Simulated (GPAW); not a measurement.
# InAs (F-43m) in GPAW: notebook, part 2 of 2

GPAW 26.7.0. Earlier steps stand in the parts before.

### Step 4. Relaxation of cell and atoms, PBEsol+D3(BJ)

Contents of run.py:

```python
from ase import Atoms
from ase.calculators.mixing import SumCalculator
from ase.filters import FrechetCellFilter
from ase.io import write
from ase.optimize import BFGS
from dftd3.ase import DFTD3
from gpaw import GPAW, PW, setup_paths

setup_paths.insert(0, '.')

atoms = Atoms(['In', 'As'],
              cell=[[0.0, 3.018, 3.018],
                    [3.018, 0.0, 3.018],
                    [3.018, 3.018, 0.0]],
              scaled_positions=[[0.0, 0.0, 0.0],
                                [0.75, 0.75, 0.75]],
              pbc=True)

calc = GPAW(mode=PW(600),
            xc='PBEsol',
            kpts={'size': (8, 8, 8), 'gamma': True},
            occupations={'name': 'fermi-dirac', 'width': 0.05},
            nbands=18,
            convergence={'density': 1e-05, 'forces': 0.0001},
            maxiter=150,
            txt='gpaw.txt')
atoms.calc = SumCalculator([calc, DFTD3(method='pbesol', damping='d3bj')])
opt = BFGS(FrechetCellFilter(atoms), trajectory='relax.traj', logfile='-')
done = opt.run(fmax=0.02, steps=60)
calc.write('gs.gpw')
write('result.traj', atoms)
print('Converged:', done)
print('Cell:', atoms.cell.cellpar().round(4))
print('Volume:', round(atoms.get_volume(), 4))
print(atoms.get_scaled_positions().round(5))
```

Potentials or basis: PAW data sets generated in the run's folder for this functional, pw.

The run is started by

```bash
$ gpaw-setup -f PBEsol As In
$ OMP_NUM_THREADS=1 python run.py
```

gpaw.txt:

```text
__  _  _
 | _ |_)|_||  |
 |__||  | ||/\| - 26.7.0

Input parameters:
  mode=PW(ecut=600.0),
  convergence={'density': 1e-05, 'forces': 0.0001},
  kpts=MonkhorstPack(size=(8, 8, 8), gamma=True),
  maxiter=150,
  nbands=18,
  occupations=Occupations(name='fermi-dirac', width=0.05),
  xc=XC(name='PBEsol')

Diagonalizing LCAO Hamiltonian
Converting LCAO to pw mode

                     As

       In

Atoms  # Å, Bohr magnetons
|   | symbol |        x |        y |        z |    initial magnetic moments |
|---|--------|----------|----------|----------|-----------------------------|
| 0 |     In | 0.000000 | 0.000000 | 0.000000 | ( 0.0000,  0.0000,  0.0000) |
| 1 |     As | 4.527000 | 4.527000 | 4.527000 | ( 0.0000,  0.0000,  0.0000) |

Unit cell  # Å
[... 503 lines left out ...]
|      yes | 3.009217 | 3.009217 | 0.000000 | 4.255676 | 60.000000 |

Number of symmetries: 24
Symmetry operations  # r_c * U_cc + t_c -> r_c
|    | kind |            matrix            |
|----|------|------------------------------|
|  0 |  E   |  1, 0, 0,  0, 1, 0,  0, 0, 1 |
|  1 |  σ   |  1, 0, 0,  0, 0, 1,  0, 1, 0 |
|  2 |  σ   |  1, 0,-1,  0, 1,-1,  0, 0,-1 |
|  3 |  C3  |  1, 0,-1,  0, 0,-1,  0, 1,-1 |
|  4 |  C3  |  1,-1, 0,  0,-1, 1,  0,-1, 0 |
|  5 |  σ   |  1,-1, 0,  0,-1, 0,  0,-1, 1 |
|  6 |  σ   |  0, 1, 0,  1, 0, 0,  0, 0, 1 |
|  7 |  C3  |  0, 1, 0,  0, 0, 1,  1, 0, 0 |
|  8 |  C2  |  0, 1,-1,  1, 0,-1,  0, 0,-1 |
[... 149 lines left out ...]
SCF iterations
|iter     | |      energy | eigst |  dens |force |
|---------|-|-------------|-------|-------|------|
|iter:   1| |   -8.713408 | -2.54 |       |      |
|iter:   2| |   -8.713040 | -4.89 | -2.36 |      |
|iter:   3| |   -8.711209c| -4.27 | -2.40 |      |
|iter:   4| |   -8.711189c| -5.27 | -3.10 |      |
|iter:   5| |   -8.711197c| -5.78 | -3.45 |      |
|iter:   6| |   -8.711196c| -7.89c| -4.57 |      |
|iter:   7| |   -8.711196c| -8.47c| -5.01c|      |
|iter:   8| |   -8.711196c| -8.68c| -5.54c|-16.08c|

Converged in 8 steps
Energy contributions relative to reference atoms: (reference = -221362.052302)
[... 41 lines left out ...]
Stress tensor  # eV/Ang^3
|         x |         y |         z |
|-----------|-----------|-----------|
| -0.011651 | -0.000000 | -0.000000 |
| -0.000000 | -0.011651 | -0.000000 |
| -0.000000 | -0.000000 | -0.011651 |

Forces  # eV/Ang
|       x |        y |        z |
|---------|----------|----------|
| 0.00000 | -0.00000 |  0.00000 |  # In   0
| 0.00000 | -0.00000 | -0.00000 |  # As   1

# Writing to gs.gpw (mode='')
```

Wall time 44 s (1 thread of Arm Neoverse V1, shared host); peak memory 0.2 GiB.

Results:

```yaml
Free_energy: -9.3510 eV
Relaxed_volume: 27.25 Å³/atom
Relaxed_cell: a = 4.256 Å, b = 4.256 Å, c = 4.256 Å, α = 60.00°, β = 60.00°, γ = 60.00°
Space_group_after_relaxing_to_0.05_Å: F-43m (No. 216)
Energy_gained_by_relaxing: 0.3 meV/atom
Ionic_steps: 3
Pressure_after_relaxing: 0.0 GPa
Band_gap_on_the_k_mesh: none (metal or under the smearing width)
Dispersion_energy_per_atom: -0.320 eV
```

The path:
```tsv
step	energy change (eV)	largest force (eV/Å)	pressure (GPa)	volume (Å³)
1	0.0000	0.0000	-0.52	54.98
2	-0.0003	0.0000	-0.41	54.87
3	-0.0007	0.0000	0.01	54.50
```

Final structure:
```
CELL_PARAMETERS angstrom
0.00000 3.00922 3.00922
3.00922 0.00000 3.00922
3.00922 3.00922 0.00000
ATOMIC_POSITIONS crystal
In 0.00000 0.00000 0.00000
As 0.75000 0.75000 0.75000
```

Caveat: later steps reuse the first step's grids; pairwise dispersion overbinds metals, which lowers pressure and volume.

### Step 5. Relaxation of cell and atoms, PBEsol+D3(BJ)+ATM

run.py: that of step 4 with these lines changed.

```diff
@@ -26,3 +26,3 @@
             txt='gpaw.txt')
-atoms.calc = SumCalculator([calc, DFTD3(method='pbesol', damping='d3bj')])
+atoms.calc = SumCalculator([calc, DFTD3(damping='d3bj', params_tweaks=dict(method='pbesol', atm=True))])
 opt = BFGS(FrechetCellFilter(atoms), trajectory='relax.traj', logfile='-')
```

The run is started by

```bash
$ gpaw-setup -f PBEsol As In
$ OMP_NUM_THREADS=1 python run.py
```

Wall time 45 s (1 thread of Arm Neoverse V1, shared host); peak memory 0.2 GiB.

The run converged. Its results:

```yaml
Free_energy: -9.3196 eV
Relaxed_volume: 27.33 Å³/atom
Relaxed_cell: a = 4.260 Å, b = 4.260 Å, c = 4.260 Å, α = 60.00°, β = 60.00°, γ = 60.00°
Space_group_after_relaxing_to_0.05_Å: F-43m (No. 216)
Energy_gained_by_relaxing: 0.1 meV/atom
Ionic_steps: 3
Pressure_after_relaxing: 0.0 GPa
Band_gap_on_the_k_mesh: none (metal or under the smearing width)
Dispersion_energy_per_atom: -0.303 eV
```

Step by step:
| step | energy change (eV) | largest force (eV/Å) | pressure (GPa) | volume (Å³) |
| --- | --- | --- | --- | --- |
| 1 | 0.0000 | 0.0000 | -0.34 | 54.98 |
| 2 | -0.0001 | 0.0000 | -0.27 | 54.91 |
| 3 | -0.0003 | 0.0000 | 0.00 | 54.66 |

Final structure:
```xyz
2
Lattice="0.0000 3.0122 3.0122 3.0122 0.0000 3.0122 3.0122 3.0122 0.0000" Properties=species:S:1:pos:R:3 pbc="T T T"
In    0.0000    0.0000    0.0000
As    4.5184    4.5184    4.5184
```

Levels at points of the mesh, in eV from the Fermi level:
| k point | band 6 | band 7 | band 8 | band 9 | band 10 | band 11 | band 12 | band 13 |
| --- | --- | --- | --- | --- | --- | --- | --- | --- |
| (0.00, 0.00, 0.00) | -12.01 | -0.27 | -0.05 | -0.05 | -0.05 | 3.80 | 3.80 | 3.80 |
| (0.50, 0.50, 0.00) | -9.92 | -5.97 | -2.44 | -2.44 | 1.37 | 1.94 | 9.11 | 9.25 |
| (0.50, 0.50, 0.50) | -10.48 | -5.92 | -1.07 | -1.07 | 0.85 | 4.58 | 4.58 | 6.69 |

Caveat: later steps reuse the first step's grids; pairwise dispersion overbinds metals, which lowers pressure and volume.

### Step 6. Relaxation of cell and atoms, PBEsol+D4

run.py: that of step 5 with these lines changed.

```diff
@@ -5,3 +5,3 @@
 from ase.optimize import BFGS
-from dftd3.ase import DFTD3
+from dftd4.ase import DFTD4
 from gpaw import GPAW, PW, setup_paths
@@ -26,3 +26,3 @@
             txt='gpaw.txt')
-atoms.calc = SumCalculator([calc, DFTD3(damping='d3bj', params_tweaks=dict(method='pbesol', atm=True))])
+atoms.calc = SumCalculator([calc, DFTD4(method='pbesol')])
 opt = BFGS(FrechetCellFilter(atoms), trajectory='relax.traj', logfile='-')
```

Potentials or basis: PAW data sets generated in the run's folder for this functional, pw.

The run is started by

```bash
$ gpaw-setup -f PBEsol As In
$ OMP_NUM_THREADS=1 python run.py
```

gpaw.txt:

```text
__  _  _
 | _ |_)|_||  |
 |__||  | ||/\| - 26.7.0

Input parameters:
  mode=PW(ecut=600.0),
  convergence={'density': 1e-05, 'forces': 0.0001},
  kpts=MonkhorstPack(size=(8, 8, 8), gamma=True),
  maxiter=150,
  nbands=18,
  occupations=Occupations(name='fermi-dirac', width=0.05),
  xc=XC(name='PBEsol')

Diagonalizing LCAO Hamiltonian
Converting LCAO to pw mode

                     As

       In

Atoms  # Å, Bohr magnetons
|   | symbol |        x |        y |        z |    initial magnetic moments |
|---|--------|----------|----------|----------|-----------------------------|
| 0 |     In | 0.000000 | 0.000000 | 0.000000 | ( 0.0000,  0.0000,  0.0000) |
| 1 |     As | 4.527000 | 4.527000 | 4.527000 | ( 0.0000,  0.0000,  0.0000) |

Unit cell  # Å
| periodic |        x |        y |        z |  lengths |    angles |
|----------|----------|----------|----------|----------|-----------|
|      yes | 0.000000 | 3.018000 | 3.018000 | 4.268097 | 60.000000 |
|      yes | 3.018000 | 0.000000 | 3.018000 | 4.268097 | 60.000000 |
|      yes | 3.018000 | 3.018000 | 0.000000 | 4.268097 | 60.000000 |

Number of symmetries: 24
Symmetry operations  # r_c * U_cc + t_c -> r_c
|    | kind |            matrix            |
|----|------|------------------------------|
|  0 |  E   |  1, 0, 0,  0, 1, 0,  0, 0, 1 |
|  1 |  σ   |  1, 0, 0,  0, 0, 1,  0, 1, 0 |
|  2 |  σ   |  1, 0,-1,  0, 1,-1,  0, 0,-1 |
|  3 |  C3  |  1, 0,-1,  0, 0,-1,  0, 1,-1 |
|  4 |  C3  |  1,-1, 0,  0,-1, 1,  0,-1, 0 |
|  5 |  σ   |  1,-1, 0,  0,-1, 0,  0,-1, 1 |
|  6 |  σ   |  0, 1, 0,  1, 0, 0,  0, 0, 1 |
|  7 |  C3  |  0, 1, 0,  0, 0, 1,  1, 0, 0 |
|  8 |  C2  |  0, 1,-1,  1, 0,-1,  0, 0,-1 |
|  9 |  S4  |  0, 1,-1,  0, 0,-1,  1, 0,-1 |
| 10 |  C3  |  0, 0, 1,  1, 0, 0,  0, 1, 0 |
| 11 |  σ   |  0, 0, 1,  0, 1, 0,  1, 0, 0 |
| 12 |  S4  |  0, 0,-1,  1, 0,-1,  0, 1,-1 |
| 13 |  C3  |  0, 0,-1,  0, 1,-1,  1, 0,-1 |
| 14 |  S4  |  0,-1, 1,  1,-1, 0,  0,-1, 0 |
| 15 |  C2  |  0,-1, 1,  0,-1, 0,  1,-1, 0 |
| 16 |  C3  |  0,-1, 0,  1,-1, 0,  0,-1, 1 |
[... 141 lines left out ...]
SCF iterations
|iter     | |      energy | eigst |  dens |force |
[... 83 lines left out ...]
|----------|-----------|-----------|-----------|----------|-----------|
|      yes | -0.000000 |  3.018714 |  3.018714 | 4.269107 | 60.000000 |
|      yes |  3.018714 | -0.000000 |  3.018714 | 4.269107 | 60.000000 |
|      yes |  3.018714 |  3.018714 | -0.000000 | 4.269107 | 60.000000 |

Number of symmetries: 6
Symmetry operations  # r_c * U_cc + t_c -> r_c
|   | kind |            matrix            |
|---|------|------------------------------|
| 0 |  E   |  1, 0, 0,  0, 1, 0,  0, 0, 1 |
| 1 |  σ   |  1, 0, 0,  0, 0, 1,  0, 1, 0 |
| 2 |  σ   |  0, 1, 0,  1, 0, 0,  0, 0, 1 |
| 3 |  C3  |  0, 1, 0,  0, 0, 1,  1, 0, 0 |
| 4 |  C3  |  0, 0, 1,  1, 0, 0,  0, 1, 0 |
| 5 |  σ   |  0, 0, 1,  0, 1, 0,  1, 0, 0 |
[... 134 lines left out ...]
SCF iterations
|iter     | |      energy | eigst |  dens |force |
|---------|-|-------------|-------|-------|------|
|iter:   1| |   -8.940704 | -0.34 |       |      |
|iter:   2| |   -8.896929 | -2.36 | -1.19 |      |
|iter:   3| |   -8.717868 | -1.99 | -1.23 |      |
|iter:   4| |   -8.716503 | -3.41 | -1.82 |      |
|iter:   5| |   -8.716344c| -4.24 | -2.37 |      |
|iter:   6| |   -8.716367c| -5.72 | -3.16 |      |
|iter:   7| |   -8.716369c| -6.61 | -3.62 |      |
|iter:   8| |   -8.716369c| -8.29c| -4.64 |      |
|iter:   9| |   -8.716369c| -8.53c| -5.34c|      |
|iter:  10| |   -8.716369c| -9.03c| -6.03c|-6.10c|

Converged in 10 steps
Energy contributions relative to reference atoms: (reference = -221362.052302)
[... 41 lines left out ...]
Stress tensor  # eV/Ang^3
|         x |         y |         z |
|-----------|-----------|-----------|
| -0.007884 | -0.000000 | -0.000000 |
| -0.000000 | -0.007884 | -0.000000 |
| -0.000000 | -0.000000 | -0.007884 |

Forces  # eV/Ang
|        x |        y |        z |
|----------|----------|----------|
|  0.00000 |  0.00000 |  0.00000 |  # In   0
| -0.00000 | -0.00000 | -0.00000 |  # As   1

Interpolating wave functions to new cell

                     As

       In

Atoms  # Å, Bohr magnetons
|   | symbol |        x |        y |        z |    initial magnetic moments |
|---|--------|----------|----------|----------|-----------------------------|
| 0 |     In | 0.000000 | 0.000000 | 0.000000 | ( 0.0000,  0.0000,  0.0000) |
| 1 |     As | 4.531807 | 4.531807 | 4.531807 | ( 0.0000,  0.0000,  0.0000) |

Unit cell  # Å
| periodic |        x |        y |        z |  lengths |    angles |
|----------|----------|----------|----------|----------|-----------|
|      yes | 0.000001 | 3.021204 | 3.021204 | 4.272628 | 59.999979 |
|      yes | 3.021204 | 0.000001 | 3.021204 | 4.272628 | 59.999979 |
|      yes | 3.021204 | 3.021204 | 0.000001 | 4.272628 | 59.999979 |

Number of symmetries: 6
Symmetry operations  # r_c * U_cc + t_c -> r_c
|   | kind |            matrix            |
|---|------|------------------------------|
| 0 |  E   |  1, 0, 0,  0, 1, 0,  0, 0, 1 |
| 1 |  σ   |  1, 0, 0,  0, 0, 1,  0, 1, 0 |
| 2 |  σ   |  0, 1, 0,  1, 0, 0,  0, 0, 1 |
| 3 |  C3  |  0, 1, 0,  0, 0, 1,  1, 0, 0 |
| 4 |  C3  |  0, 0, 1,  1, 0, 0,  0, 1, 0 |
| 5 |  σ   |  0, 0, 1,  0, 1, 0,  1, 0, 0 |
[... 188 lines left out ...]
Stress tensor  # eV/Ang^3
|         x |         y |         z |
|-----------|-----------|-----------|
| -0.006927 | -0.000000 | -0.000000 |
| -0.000000 | -0.006927 | -0.000000 |
| -0.000000 | -0.000000 | -0.006927 |

Forces  # eV/Ang
|        x |        y |        z |
|----------|----------|----------|
| -0.00000 | -0.00000 | -0.00000 |  # In   0
|  0.00000 |  0.00000 |  0.00000 |  # As   1

# Writing to gs.gpw (mode='')
```

Run time: 79 s. Hardware: 1 thread of Arm Neoverse V1, shared host; peak memory 0.26 GiB.

What came out:

```
Free energy                            : -9.1237 eV
Relaxed volume                         : 27.58 Å³/atom
Relaxed cell                           : a = 4.273 Å, b = 4.273 Å, c = 4.273 Å, α = 60.00°, β = 60.00°, γ = 60.00°
Space group after relaxing (to 0.05 Å) : F-43m (No. 216)
Energy gained by relaxing              : 0.1 meV/atom
Ionic steps                            : 3
Pressure after relaxing                : 0.0 GPa
Band gap on the k mesh                 : none (metal or under the smearing width)
Dispersion energy per atom             : -0.203 eV
```

The path:
```
step  energy change (eV)  largest force (eV/Å)  pressure (GPa)  volume (Å³)
   1              0.0000                0.0000            0.19        54.98
   2              0.0000                0.0000            0.15        55.02
   3             -0.0001                0.0000            0.00        55.15
```

Final structure:
```yaml
crystal:
  lattice:
    - [0.00000, 3.02120, 3.02120]
    - [3.02120, 0.00000, 3.02120]
    - [3.02120, 3.02120, 0.00000]
  atoms:
    - { symbol: In, position: [0.00000, 0.00000, 0.00000] }
    - { symbol: As, position: [0.75000, 0.75000, 0.75000] }
```

Caveat: later steps reuse the first step's grids; pairwise dispersion overbinds metals, which lowers pressure and volume.

### Step 7. The runs side by side

| level | gap on the mesh (eV) | pressure (GPa) | relaxed volume (Å³/atom) |
| --- | --- | --- | --- |
| PBEsol | none | 0.0 | 28.08 |
| PBEsol+D3 | none | 0.1 | 27.50 |
| PBEsol+D3(BJ) | none | 0.0 | 27.25 |
| PBEsol+D3(BJ)+ATM | none | 0.0 | 27.33 |
| PBEsol+D4 | none | 0.0 | 27.58 |

Alike in all rows: task relaxation of cell and atoms; potentials or basis PAW data sets generated in the run's folder for this functional, pw; no spin polarisation; cell relaxed; k mesh 8 × 8 × 8; cutoff (eV) 600; smearing fermi-dirac 0.05 eV.

Caveats: later steps reuse the first step's grids; pairwise dispersion overbinds metals, which lowers pressure and volume (some runs).

Total energies depend on the potentials used, so only differences within one code and one set of settings carry meaning.
